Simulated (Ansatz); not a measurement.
# Carbon, diamond under PBEsol: ground state and equation of state

What does PBEsol give for carbon in the diamond structure? We relax it, solve it on a dense k-mesh, then scale the cell to 7 volumes from 88 to 112 % of the relaxed one and try a fit of the equation of state. Spin polarisation is left out. The k-meshes are 8×8×8 for the relaxation; 14×14×14 for the dense run; 13×13×13 for the volumes. It starts from a deposited cell (COD).

Method: DFT PBEsol, plane waves (420 eV) with PAW, scalar-relativistic; the PAW data stem from PBE, with regenerated cores, in Ansatz 0.2.0.

### Step 1. The system as given

The structure is cubic, space group Fd-3m (No. 227). The conventional cell has a = 3.567 Å, b = 3.567 Å, c = 3.567 Å, α = 90.00°, β = 90.00°, γ = 90.00°. C (site symmetry -43m) has 4 C at 1.54 Å as nearest neighbours.

As a file:

```cif
data_structure
_symmetry_space_group_name_H-M 'P 1'
_symmetry_Int_Tables_number 1
_cell_length_a 2.5221
_cell_length_b 2.5221
_cell_length_c 2.5221
_cell_angle_alpha 60.000
_cell_angle_beta 60.000
_cell_angle_gamma 60.000
_cell_volume 11.34
loop_
_atom_site_label
_atom_site_type_symbol
_atom_site_fract_x
_atom_site_fract_y
_atom_site_fract_z
_atom_site_occupancy
C1 C 0.50000 0.50000 0.50000 1
C2 C 0.75000 0.75000 0.75000 1
```

### Step 2. Relaxation of the cell

Input file input.yaml:

```yaml
crystal:
  lattice:
    - [0.0, 1.7834, 1.7834]
    - [1.7834, 0.0, 1.7834]
    - [1.7834, 1.7834, 0.0]
  atoms:
    - { symbol: C, position: [0.5, 0.5, 0.5] }
    - { symbol: C, position: [0.75, 0.75, 0.75] }
hamiltonian:
  xc: pbesol
  pseudopotentials:
    kind: paw
    azcp:
      C: "pseudopotentials/C.paw.azcp"
basis:
  ecutwfc: 420
  fft_grid_basis: typed
kpoints:
  mp_grid: { grid: [8, 8, 8], shift: [0, 0, 0] }
magnetization:
  spin_polarized: false
scf:
  occupations: { method: fermi_dirac, width: 0.05 }
relax:
  max_steps: 60
  f_tol: 0.01
  cell: {}
```

Standard output:

```text
Warning: <dir> the record states the generating functional pbe (its physics header spells it `PBE`), which answers neither for hamiltonian.xc's functional nor for the pbesol family's — results may be inconsistent (PPs are generated against a specific XC)
Warning: RAYON_NUM_THREADS=2 ignored (pool sized by the plan → 2); use --threads N
Engine: ansatz 0.2.0, aarch64-unknown-linux-gnu
Pseudopotentials: kind: paw
Pseudopotential: C, paw, valence charge 4, recommended cutoff 420 eV (normal), <dir>
Functional definition: PBEsol
  exchange = pbesol_x
  correlation = pbesol_c
Crystal: 2 atoms, lattice volume = 11.344 Å³
Basis set: ecut = 420 eV, 229 PW (Γ), exchange–correlation on 36×36×36 points (8 copies of the dense FFT grid, shifted against one another)
Bands: 8, of which v1, the nominal top of the filled ones, is band 4 counted from 1 (3 counted from 0)
Symmetry: 48 space group operations
Space group: Fd-3m (ITA 227), of the structure as read, at distance tolerance 2.2e-5 Å
k-points: 29 of 512
Non-local potential: C, projectors of the file, l = 0: 2, l = 1: 2, l = 2: 1
PAW form: soft (Blöchl's): semilocal exchange-correlation on the pseudo side does not see the compensation charge
PAW frozen core: C, regenerated for the run's functional, and the local potential with it (the file was generated under x = pbe(κ = 0.804, μ = 0.2195149727645171), c = pbe(β = 0.06672455060314922))
PAW one-centre angular grid: C, 110 points (default); XC on 64 Gauss nodes
Initial density: superposition of atomic densities (neutral atoms: chi_scale 0, normalization atom), corrected by the library's trained network
Initial wavefunctions: pseudopotential atomic-orbital guess
Functional: x = pbesol(κ = 0.804, μ = 0.12345679012345678), c = pbesol(β = 0.046)
SCF iter   1: F=—  HF=-493.333780 eV  |F-HF|=—  |Δ(HF+E_count)|=         —  Δρ=5.28e-3  dr2=2.60e-3  ethr=1.77e-3  ⟨swp⟩=4.6  Hψ=1491  notcnv=0
preconditioner: auto → none  [insulator: Δε(μ)=3.985 eV  Ē_g=19.581 eV  σ=0.050 eV  W_gap=1.00  n_scr=0 (ndim 8)  ℏωp=31.2 eV  f_vac=0.000  D(μ)=0.00/eV (n_scr^D=0)  ε∞_Penn≈3.5]
SCF iter   2: F=—  HF=-493.333171 eV  |F-HF|=—  |Δ(HF+E_count)|=   6.08e-4  Δρ=2.12e-3  dr2=4.17e-4  ethr=3.25e-5  ⟨swp⟩=1.1  Hψ=470  notcnv=0
SCF iter   3: F=—  HF=-493.333098 eV  |F-HF|=—  |Δ(HF+E_count)|=   7.32e-5  Δρ=2.03e-4  dr2=2.20e-6  ethr=5.21e-6  ⟨swp⟩=2.0  Hψ=348  notcnv=0
SCF iter   4: F=—  HF=-493.333099 eV  |F-HF|=—  |Δ(HF+E_count)|=   1.33e-6  Δρ=3.08e-5  dr2=6.76e-8  ethr=2.75e-8  ⟨swp⟩=2.0  Hψ=348  notcnv=0
iter 5 did not close the SCF: its close was put off for the readings that it lacked (scf_convergence_deferred on its scf_iter line)
SCF iter   5: F=-493.333099 eV  HF=-493.333099 eV  |F-HF|=1.44e-10  |Δ(HF+E_count)|=   2.54e-8  Δρ=3.87e-6  dr2=5.91e-10  ethr=8.45e-10  ⟨swp⟩=2.1  Hψ=350  notcnv=0
SCF iter   6: F=-493.333099 eV  HF=-493.333099 eV  |F-HF|=1.14e-13  |Δ(HF+E_count)|=  1.07e-10  Δρ=3.58e-8  dr2=3.46e-14  ethr=7.39e-12  ⟨swp⟩=1.1  Hψ=685  notcnv=0
SCF 1 converged in 6 iterations: F = -493.333099 eV  dr2 = 3.46e-14
relax step   1: F+E_penalty+E_count = -493.33309923 eV  Δ(F+E_penalty+E_count) = +0.000e0 eV  max|allowed force component| = 4.626e-18 eV/Å  Δτ_max = 0.0000 Å  P = -4.816 GPa  Ω = 11.344 Å³  (6 SCF iters, dr2 threshold 1.00e-7 eV, accepted)
Crystal: 2 atoms, lattice volume = 11.269 Å³
Initial density: handed on by an earlier stage of this run
Initial wavefunctions: those handed on with the density
iter 1 solved again at ethr=3.68e-6 eV; its pass at ethr=3.10e-3 eV (dr2=2.94e-4 eV) is discarded
SCF iter   1: F=—  HF=-493.335262 eV  |F-HF|=—  |Δ(HF+E_count)|=         —  Δρ=1.73e-3  dr2=2.88e-4  ethr=3.68e-6  ⟨swp⟩=1.0  Hψ=1634  notcnv=0
preconditioner: auto → none  [insulator: Δε(μ)=4.034 eV  Ē_g=19.677 eV  σ=0.050 eV  W_gap=1.00  n_scr=0 (ndim 8)  ℏωp=31.3 eV  f_vac=0.000  D(μ)=0.00/eV (n_scr^D=0)  ε∞_Penn≈3.5]
SCF iter   2: F=—  HF=-493.335171 eV  |F-HF|=—  |Δ(HF+E_count)|=   9.17e-5  Δρ=6.89e-4  dr2=4.76e-5  ethr=3.60e-6  ⟨swp⟩=1.5  Hψ=271  notcnv=0
SCF iter   3: F=—  HF=-493.335153 eV  |F-HF|=—  |Δ(HF+E_count)|=   1.74e-5  Δρ=4.74e-5  dr2=1.06e-7  ethr=5.95e-7  ⟨swp⟩=2.1  Hψ=349  notcnv=0
iter 4 did not close the SCF: its close was put off for the readings that it lacked (scf_convergence_deferred on its scf_iter line)
SCF iter   4: F=-493.335153 eV  HF=-493.335153 eV  |F-HF|=2.42e-10  |Δ(HF+E_count)|=   1.18e-7  Δρ=2.89e-6  dr2=6.89e-10  ethr=1.32e-9  ⟨swp⟩=2.2  Hψ=349  notcnv=0
iter 5 did not close the SCF: its close was put off for the readings that it lacked (scf_convergence_deferred on its scf_iter line)
SCF iter   5: F=-493.335153 eV  HF=-493.335153 eV  |F-HF|=1.02e-12  |Δ(HF+E_count)|=  2.12e-10  Δρ=2.24e-7  dr2=1.56e-12  ethr=8.61e-12  ⟨swp⟩=2.0  Hψ=348  notcnv=0
SCF iter   6: F=-493.335153 eV  HF=-493.335153 eV  |F-HF|=2.84e-13  |Δ(HF+E_count)|=  1.25e-12  Δρ=7.46e-9  dr2=1.68e-15  ethr=1.00e-12  ⟨swp⟩=1.0  Hψ=580  notcnv=0
SCF 2 converged in 6 iterations: F = -493.335153 eV  dr2 = 1.68e-15
relax step   2: F+E_penalty+E_count = -493.33515348 eV  Δ(F+E_penalty+E_count) = -2.054e-3 eV  max|allowed force component| = 2.498e-16 eV/Å  Δτ_max = 0.0000 Å  P = -1.851 GPa  Ω = 11.269 Å³  energy of the carried Pulay correction = +4.944e-4 eV  (6 SCF iters, dr2 threshold 2.00e-7 eV, accepted)
Crystal: 2 atoms, lattice volume = 11.223 Å³
iter 1 solved again at ethr=1.43e-6 eV; its pass at ethr=3.10e-3 eV (dr2=1.14e-4 eV) is discarded
SCF iter   1: F=—  HF=-493.335766 eV  |F-HF|=—  |Δ(HF+E_count)|=         —  Δρ=1.08e-3  dr2=1.12e-4  ethr=1.43e-6  ⟨swp⟩=1.0  Hψ=1636  notcnv=0
preconditioner: auto → none  [insulator: Δε(μ)=4.040 eV  Ē_g=19.737 eV  σ=0.050 eV  W_gap=1.00  n_scr=0 (ndim 8)  ℏωp=31.4 eV  f_vac=0.000  D(μ)=0.00/eV (n_scr^D=0)  ε∞_Penn≈3.5]
SCF iter   2: F=—  HF=-493.335730 eV  |F-HF|=—  |Δ(HF+E_count)|=   3.55e-5  Δρ=4.31e-4  dr2=1.85e-5  ethr=1.40e-6  ⟨swp⟩=1.5  Hψ=271  notcnv=0
iter 3 did not close the SCF: its close was put off for the readings that it lacked (scf_convergence_deferred on its scf_iter line)
SCF iter   3: F=-493.335725 eV  HF=-493.335725 eV  |F-HF|=4.45e-8  |Δ(HF+E_count)|=   5.89e-6  Δρ=2.97e-5  dr2=4.11e-8  ethr=2.31e-7  ⟨swp⟩=2.1  Hψ=349  notcnv=0
iter 4 did not close the SCF: its close was put off for the readings that it lacked (scf_convergence_deferred on its scf_iter line)
SCF iter   4: F=-493.335725 eV  HF=-493.335725 eV  |F-HF|=9.62e-11  |Δ(HF+E_count)|=   4.57e-8  Δρ=1.80e-6  dr2=2.68e-10  ethr=5.14e-10  ⟨swp⟩=2.2  Hψ=349  notcnv=0
iter 5 did not close the SCF: its close was put off for the readings that it lacked (scf_convergence_deferred on its scf_iter line)
SCF iter   5: F=-493.335725 eV  HF=-493.335725 eV  |F-HF|=4.55e-13  |Δ(HF+E_count)|=  7.32e-11  Δρ=1.39e-7  dr2=6.01e-13  ethr=3.35e-12  ⟨swp⟩=2.0  Hψ=348  notcnv=0
SCF iter   6: F=-493.335725 eV  HF=-493.335725 eV  |F-HF|=5.68e-14  |Δ(HF+E_count)|=  2.84e-13  Δρ=4.58e-9  dr2=5.99e-16  ethr=1.00e-12  ⟨swp⟩=1.0  Hψ=580  notcnv=0
SCF 3 converged in 6 iterations: F = -493.335725 eV  dr2 = 5.99e-16
relax step   3: F+E_penalty+E_count = -493.33572461 eV  Δ(F+E_penalty+E_count) = -5.711e-4 eV  max|allowed force component| = 2.591e-16 eV/Å  Δτ_max = 0.0000 Å  P = +0.025 GPa  Ω = 11.223 Å³  energy of the carried Pulay correction = +8.013e-4 eV  (6 SCF iters, dr2 threshold 2.00e-7 eV, accepted)
Initial wavefunctions: pseudopotential atomic-orbital guess (no wavefunctions were taken with the density)
iter 1 solved again at ethr=2.49e-8 eV; its pass at ethr=3.10e-3 eV (dr2=1.99e-6 eV) is discarded
SCF iter   1: F=—  HF=-493.334930 eV  |F-HF|=—  |Δ(HF+E_count)|=         —  Δρ=9.81e-5  dr2=1.54e-7  ethr=2.49e-8  ⟨swp⟩=3.1  Hψ=2198  notcnv=0
preconditioner: auto → none  [insulator: Δε(μ)=4.034 eV  Ē_g=19.737 eV  σ=0.050 eV  W_gap=1.00  n_scr=0 (ndim 8)  ℏωp=31.4 eV  f_vac=0.000  D(μ)=0.00/eV (n_scr^D=0)  ε∞_Penn≈3.5]
SCF iter   2: F=—  HF=-493.334930 eV  |F-HF|=—  |Δ(HF+E_count)|=   2.70e-7  Δρ=4.85e-5  dr2=3.45e-8  ethr=1.92e-9  ⟨swp⟩=1.1  Hψ=236  notcnv=0
SCF iter   3: F=—  HF=-493.334930 eV  |F-HF|=—  |Δ(HF+E_count)|=   4.56e-8  Δρ=2.14e-6  dr2=7.66e-11  ethr=4.31e-10  ⟨swp⟩=2.0  Hψ=348  notcnv=0
iter 4 did not close the SCF: its close was put off for the readings that it lacked (scf_convergence_deferred on its scf_iter line)
SCF iter   4: F=-493.334930 eV  HF=-493.334930 eV  |F-HF|=1.71e-13  |Δ(HF+E_count)|=  1.25e-10  Δρ=1.13e-7  dr2=3.16e-13  ethr=1.00e-12  ⟨swp⟩=2.0  Hψ=339  notcnv=0
iter 5 did not close the SCF: its close was put off for the readings that it lacked (scf_convergence_deferred on its scf_iter line)
SCF iter   5: F=-493.334930 eV  HF=-493.334930 eV  |F-HF|=0.00e0  |Δ(HF+E_count)|=  3.98e-13  Δρ=7.29e-9  dr2=3.28e-15  ethr=1.00e-12  ⟨swp⟩=1.0  Hψ=232  notcnv=0
iter 6 did not close the SCF: its close was put off for the readings that it lacked (scf_convergence_deferred on its scf_iter line)
SCF iter   6: F=-493.334930 eV  HF=-493.334930 eV  |F-HF|=0.00e0  |Δ(HF+E_count)|=    0.00e0  Δρ=6.49e-10  dr2=2.34e-17  ethr=1.00e-12  ⟨swp⟩=1.0  Hψ=232  notcnv=0
iter 7 did not close the SCF: its close was put off for the readings that it lacked (scf_convergence_deferred on its scf_iter line)
SCF iter   7: F=-493.334930 eV  HF=-493.334930 eV  |F-HF|=1.14e-13  |Δ(HF+E_count)|=  1.14e-13  Δρ=1.11e-10  dr2=1.20e-18  ethr=1.00e-12  ⟨swp⟩=1.0  Hψ=232  notcnv=0
SCF iter   8: F=-493.334930 eV  HF=-493.334930 eV  |F-HF|=1.14e-13  |Δ(HF+E_count)|=    0.00e0  Δρ=1.31e-11  dr2=1.01e-20  ethr=1.00e-12  ⟨swp⟩=1.1  Hψ=583  notcnv=0
SCF 4 converged in 8 iterations: F = -493.334930 eV  dr2 = 1.01e-20
relax step   4: F+E_penalty+E_count = -493.33493010 eV  Δ(F+E_penalty+E_count) = +7.945e-4 eV  max|allowed force component| = 1.758e-16 eV/Å  Δτ_max = 0.0000 Å  P = -0.087 GPa  Ω = 11.223 Å³  stress off target by 8.70e-2 GPa  SCF on the basis re-selected at this cell (its energy is not comparable with the rows above)  (8 SCF iters)
basis re-selected at this cell: Δ(F+E_penalty+E_count) = +7.945e-4 eV, ΔP = -0.112 GPa vs the last step (what re-selecting the basis moved, of the pressure what is left beyond the Pulay correction that the steps carried, after the strain that the cell walked since its last selection, with what the two solves' SCF thresholds leave and, on support functions, any second-order correction that the steps lacked; it is no measure of the basis error at this ecutwfc). This SCF's stress stands 8.70e-2 GPa from its target on what of the cell is left free (relax.cell.stress_tol is 5.00e-2 GPa) and its largest allowed force component is 1.76e-16 eV/Å (relax.f_tol is 1.00e-2 eV/Å): not within both, so this SCF does not close the relaxation
Crystal: 2 atoms, lattice volume = 11.221 Å³
iter 1 solved again at ethr=3.09e-9 eV; its pass at ethr=3.10e-3 eV (dr2=2.47e-7 eV) is discarded
SCF iter   1: F=—  HF=-493.334945 eV  |F-HF|=—  |Δ(HF+E_count)|=         —  Δρ=5.03e-5  dr2=2.42e-7  ethr=3.09e-9  ⟨swp⟩=1.0  Hψ=1635  notcnv=0
preconditioner: auto → none  [insulator: Δε(μ)=4.035 eV  Ē_g=19.740 eV  σ=0.050 eV  W_gap=1.00  n_scr=0 (ndim 8)  ℏωp=31.4 eV  f_vac=0.000  D(μ)=0.00/eV (n_scr^D=0)  ε∞_Penn≈3.5]
SCF iter   2: F=—  HF=-493.334945 eV  |F-HF|=—  |Δ(HF+E_count)|=   1.46e-7  Δρ=2.00e-5  dr2=3.99e-8  ethr=3.02e-9  ⟨swp⟩=1.4  Hψ=267  notcnv=0
iter 3 did not close the SCF: its close was put off for the readings that it lacked (scf_convergence_deferred on its scf_iter line)
SCF iter   3: F=-493.334945 eV  HF=-493.334945 eV  |F-HF|=9.75e-11  |Δ(HF+E_count)|=   1.27e-8  Δρ=1.39e-6  dr2=9.13e-11  ethr=4.99e-10  ⟨swp⟩=2.1  Hψ=349  notcnv=0
iter 4 did not close the SCF: its close was put off for the readings that it lacked (scf_convergence_deferred on its scf_iter line)
SCF iter   4: F=-493.334945 eV  HF=-493.334945 eV  |F-HF|=5.68e-14  |Δ(HF+E_count)|=  9.42e-11  Δρ=9.36e-8  dr2=7.63e-13  ethr=1.14e-12  ⟨swp⟩=2.2  Hψ=349  notcnv=0
iter 5 did not close the SCF: its close was put off for the readings that it lacked (scf_convergence_deferred on its scf_iter line)
SCF iter   5: F=-493.334945 eV  HF=-493.334945 eV  |F-HF|=1.71e-13  |Δ(HF+E_count)|=    0.00e0  Δρ=6.73e-9  dr2=1.45e-15  ethr=1.00e-12  ⟨swp⟩=1.0  Hψ=232  notcnv=0
iter 6 did not close the SCF: its close was put off for the readings that it lacked (scf_convergence_deferred on its scf_iter line)
SCF iter   6: F=-493.334945 eV  HF=-493.334945 eV  |F-HF|=5.68e-14  |Δ(HF+E_count)|=  1.71e-13  Δρ=8.32e-10  dr2=5.45e-17  ethr=1.00e-12  ⟨swp⟩=1.0  Hψ=232  notcnv=0
SCF iter   7: F=-493.334945 eV  HF=-493.334945 eV  |F-HF|=2.27e-13  |Δ(HF+E_count)|=  2.27e-13  Δρ=1.79e-10  dr2=7.90e-19  ethr=1.00e-12  ⟨swp⟩=1.0  Hψ=580  notcnv=0
SCF 5 converged in 7 iterations: F = -493.334945 eV  dr2 = 7.90e-19
relax step   5: F+E_penalty+E_count = -493.33494485 eV  Δ(F+E_penalty+E_count) = -1.475e-5 eV  max|allowed force component| = 9.252e-17 eV/Å  Δτ_max = 0.0000 Å  P = -0.000 GPa  Ω = 11.221 Å³  energy of the carried Pulay correction = +1.417e-5 eV  (7 SCF iters, accepted)
iter 1 solved again at ethr=2.04e-8 eV; its pass at ethr=3.10e-3 eV (dr2=1.63e-6 eV) is discarded
SCF iter   1: F=—  HF=-493.334944 eV  |F-HF|=—  |Δ(HF+E_count)|=         —  Δρ=4.30e-8  dr2=4.39e-14  ethr=2.04e-8  ⟨swp⟩=3.1  Hψ=2201  notcnv=0
eigensolver tolerance schedule: the retry pair's looser diagonalisation over-reported the residual by 37201246.14 of it (diagonalisation noise at an unbounded share of the residual, at the tolerance the schedule requests for it); recorded, not acted on — ethr = c·dr2/N_el stays at c = 1.0e-1
SCF iter   2: F=—  HF=-493.334945 eV  |F-HF|=—  |Δ(HF+E_count)|=   7.11e-7  Δρ=2.08e-8  dr2=1.05e-14  ethr=1.00e-12  ⟨swp⟩=2.5  Hψ=359  notcnv=0
iter 3 did not close the SCF: its close was put off for the readings that it lacked (scf_convergence_deferred on its scf_iter line)
SCF iter   3: F=-493.334945 eV  HF=-493.334945 eV  |F-HF|=0.00e0  |Δ(HF+E_count)|=  2.27e-13  Δρ=1.43e-8  dr2=4.96e-15  ethr=1.00e-12  ⟨swp⟩=1.0  Hψ=232  notcnv=0
iter 4 did not close the SCF: its close was put off for the readings that it lacked (scf_convergence_deferred on its scf_iter line)
SCF iter   4: F=-493.334945 eV  HF=-493.334945 eV  |F-HF|=1.14e-13  |Δ(HF+E_count)|=    0.00e0  Δρ=1.09e-8  dr2=2.83e-15  ethr=1.00e-12  ⟨swp⟩=1.0  Hψ=232  notcnv=0
iter 5 did not close the SCF: its close was put off for the readings that it lacked (scf_convergence_deferred on its scf_iter line)
SCF iter   5: F=-493.334945 eV  HF=-493.334945 eV  |F-HF|=1.14e-13  |Δ(HF+E_count)|=    0.00e0  Δρ=5.99e-9  dr2=8.52e-16  ethr=1.00e-12  ⟨swp⟩=1.0  Hψ=232  notcnv=0
iter 6 did not close the SCF: its close was put off for the readings that it lacked (scf_convergence_deferred on its scf_iter line)
SCF iter   6: F=-493.334945 eV  HF=-493.334945 eV  |F-HF|=1.14e-13  |Δ(HF+E_count)|=    0.00e0  Δρ=3.62e-9  dr2=3.10e-16  ethr=1.00e-12  ⟨swp⟩=1.0  Hψ=232  notcnv=0
SCF iter   7: F=-493.334945 eV  HF=-493.334945 eV  |F-HF|=1.14e-13  |Δ(HF+E_count)|=  1.14e-13  Δρ=2.11e-9  dr2=1.05e-16  ethr=1.00e-12  ⟨swp⟩=1.1  Hψ=584  notcnv=0
SCF 6 converged in 7 iterations: F = -493.334945 eV  dr2 = 1.05e-16
relax step   6: F+E_penalty+E_count = -493.33494485 eV  Δ(F+E_penalty+E_count) = +1.705e-13 eV  max|allowed force component| = 2.035e-16 eV/Å  Δτ_max = 0.0000 Å  P = -0.001 GPa  Ω = 11.221 Å³  stress off target by 1.02e-3 GPa  SCF on the basis re-selected at this cell (its energy is not comparable with the rows above)  (7 SCF iters)
basis re-selected at this cell: Δ(F+E_penalty+E_count) = +1.705e-13 eV, ΔP = -0.001 GPa vs the last step (what re-selecting the basis moved, of the pressure what is left beyond the Pulay correction that the steps carried, after the strain that the cell walked since its last selection, with what the two solves' SCF thresholds leave and, on support functions, any second-order correction that the steps lacked; it is no measure of the basis error at this ecutwfc). This SCF's stress stands 1.02e-3 GPa from its target on what of the cell is left free (relax.cell.stress_tol is 5.00e-2 GPa) and its largest allowed force component is 2.04e-16 eV/Å (relax.f_tol is 1.00e-2 eV/Å): within both
SCF converged after 7 iterations
Free energy (F): -493.334945 eV
Harris-Foulkes:  -493.334945 eV  (|F-HF|=1.14e-13)
Internal energy: -493.334945 eV  (E = F + TS)
E sigma→0 (E₀):  -493.334945 eV
Fermi energy:    15.486675 eV
--- Per-component energies (eV) ---
  E_band       = 35.320024
  E_kinetic    = 184.681570
  E_local      = -120.858154  (includes V_loc(G=0)·N_el)
  E_nonlocal   = 53.506203
  E_hartree    = 26.161151
  E_xc         = -96.918281
  E_vxc        = -120.693585  (∫ρ·V_xc dr)
  E_paw        = -190.725845  (= ΣΔE_a)
  E_vpaw       = -13.638329  (= ΣTr[D̂ρ^β])
  E_aug_tail   = 0.000017  (compensation charges beyond the density's cutoff)
  E_ewald      = -349.223807
  E_core_change = 0.042201  (= ΣΔE_core)
  E_smearing   = -0.000000  (= −TS)
  E_closure    = 0.000000  (closes the sum)
  Σ components = -493.334945   (vs F -493.334945, Δ=0.00e0)
--- Forces (eV/Å), atoms counted from 1 ---
  atom   1  C     -0.00000000    -0.00000000    -0.00000000
  atom   2  C      0.00000000     0.00000000     0.00000000
  max |Σ_I F_I| component: 4.16e-17 eV/Å
--- Stress (GPa, compression-positive) ---
       -0.001020      -0.000000      -0.000000
       -0.000000      -0.001020      -0.000000
       -0.000000      -0.000000      -0.001020
  P = ⅓ Tr σ = -0.0010 GPa (-0.010 kbar)
--- Relaxed structure (4 steps of the walk, 4 accepted, 2 SCFs on fresh bases) ---
  F+E_penalty+E_count = -493.33494485 eV   max|allowed force component| = 2.035e-16 eV/Å   (the final SCF, on the basis selected at the relaxed cell)
  cell:  # Å, volume = 11.2211 Å³
    - [-6.633934893355959e-34, 1.7769231177465337, 1.7769231177465337]
    - [1.7769231177465337, 3.2502894027612294e-34, 1.7769231177465337]
    - [1.7769231177465337, 1.7769231177465337, 1.452977181255383e-34]
  atoms:
    - { symbol: C, position: [0.5, 0.5, 0.5] }
    - { symbol: C, position: [0.7499999999999999, 0.7499999999999999, 0.7499999999999999] }
```

It took 1.7 s on 2 threads of an Arm CPU, shared host; peak memory 0.24 GiB.

Step by step:

```csv
step,energy change (meV/atom),largest force (eV/Å),pressure (GPa),volume (Å³/atom)
1,0.00,0.0000,-4.82,5.672
2,-1.03,0.0000,-1.85,5.635
3,-1.31,0.0000,0.02,5.612
4,-0.92,0.0000,-0.09,5.612
5,-0.92,0.0000,0.00,5.611
6,-0.92,0.0000,0.00,5.611
```

Steps that repeat a cell are solved on a basis chosen anew, so their changes of energy are no gain of the relaxation.

The cell of the run, before and after:

|  | before | after | change |
| --- | --- | --- | --- |
| a (Å) | 2.522 | 2.513 | -0.4 % |
| b (Å) | 2.522 | 2.513 | -0.4 % |
| c (Å) | 2.522 | 2.513 | -0.4 % |
| volume (Å³/atom) | 5.672 | 5.611 | -1.1 % |
| shortest distance (Å) | 1.544 | 1.539 | -0.4 % |
| space group (spins left aside) | Fd-3m | Fd-3m | same |

### Step 3. The energy on a finer k-mesh

Input file input.yaml:

```yaml
crystal:
  lattice:
    - [0.0, 1.7769231177, 1.7769231177]
    - [1.7769231177, 0.0, 1.7769231177]
    - [1.7769231177, 1.7769231177, 0.0]
  atoms:
    - { symbol: C, position: [0.5, 0.5, 0.5] }
    - { symbol: C, position: [0.75, 0.75, 0.75] }
hamiltonian:
  xc: pbesol
  pseudopotentials:
    kind: paw
    azcp:
      C: "pseudopotentials/C.paw.azcp"
basis:
  ecutwfc: 420
  fft_grid_basis: typed
kpoints:
  mp_grid: { grid: [14, 14, 14], shift: [0, 0, 0] }
magnetization:
  spin_polarized: false
scf:
  occupations: { method: fermi_dirac, width: 0.05 }
```

Standard output, cut to the lines that bear on the results:

```text
Warning: <dir> the record states the generating functional pbe (its physics header spells it `PBE`), which answers neither for hamiltonian.xc's functional nor for the pbesol family's — results may be inconsistent (PPs are generated against a specific XC)
Warning: RAYON_NUM_THREADS=2 ignored (pool sized by the plan → 2); use --threads N
[...]
[... 3 set-up lines as earlier in the session ...]
[...]
Crystal: 2 atoms, lattice volume = 11.221 Å³
Basis set: ecut = 420 eV, 229 PW (Γ)
Bands: 8, of which v1, the nominal top of the filled ones, is band 4 counted from 1 (3 counted from 0)
[... 2 set-up lines as earlier in the session ...]
k-points: 104 of 2744
[...]
SCF iter   1: F=—  HF=-493.336732 eV  |F-HF|=—  |Δ(HF+E_count)|=         —  Δρ=5.71e-3  dr2=2.95e-3  ethr=1.77e-3  ⟨swp⟩=4.6  Hψ=5358  notcnv=0
[...]
SCF iter   6: F=-493.335895 eV  HF=-493.335895 eV  |F-HF|=1.14e-13  |Δ(HF+E_count)|=  4.72e-11  Δρ=3.68e-8  dr2=3.19e-14  ethr=6.76e-12  ⟨swp⟩=1.0  Hψ=2438  notcnv=0
[...]
SCF converged after 6 iterations
Free energy (F): -493.335895 eV
[...]
E sigma→0 (E₀):  -493.335895 eV
Fermi energy:    15.485637 eV
[...]
```

It took 0.45 s on 2 threads of an Arm CPU, shared host; peak memory 0.24 GiB.

[end of part 1 of 2]
